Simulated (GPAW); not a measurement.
PbS (Galena): single point with PBE

The system is PbS (Galena).

```
Pb S
1.0
     0.00000    2.96575    2.96575
     2.96575    0.00000    2.96575
     2.96575    2.96575    0.00000
Pb S
1 1
Direct
  0.00000 0.00000 0.00000
  0.50000 0.50000 0.50000
```

```yaml
Program: GPAW 26.7.0
Task: single point
Functional: PBE
Potentials_or_basis: GPAW PAW data sets (gpaw-data 1.2.1)
Cutoff: 500 eV
Basis: pw
k_mesh: 6 × 6 × 6
Occupations: fermi-dirac, width 0.05 eV
Spin: no spin polarisation
```

- Pressure: 1.8 GPa
- Band gap on the k mesh: 0.31 eV, direct

Levels at points of the mesh, in eV from the valence-band top:
| k point | band 6 | band 7 | band 8 | band 9 | band 10 | band 11 | band 12 | band 13 | band 14 | band 15 |
| --- | --- | --- | --- | --- | --- | --- | --- | --- | --- | --- |
| (0.00, 0.00, 0.00) | -13.63 | -6.01 | -2.22 | -2.22 | -2.22 | 5.15 | 5.15 | 5.15 | 6.66 | 6.66 |
| (0.50, 0.50, 0.00) | -11.97 | -7.16 | -5.24 | -3.49 | -3.49 | 3.82 | 5.52 | 5.62 | 5.62 | 11.00 |
| (0.50, 0.50, 0.50) | -12.41 | -8.83 | -1.83 | -1.83 | 0.00 | 0.31 | 1.90 | 1.90 | 8.63 | 10.02 |

Wall time 11 s on 1 thread of Arm Neoverse V1, with other jobs on the host, peak memory 0.14 GiB.

Caveat: the cutoff is short for stress and forces, so pressures can be off by a GPa or more; spin-orbit coupling is left out, which as a rule narrows the gap of such compounds by several tenths of an eV. A k mesh can miss the band edges.
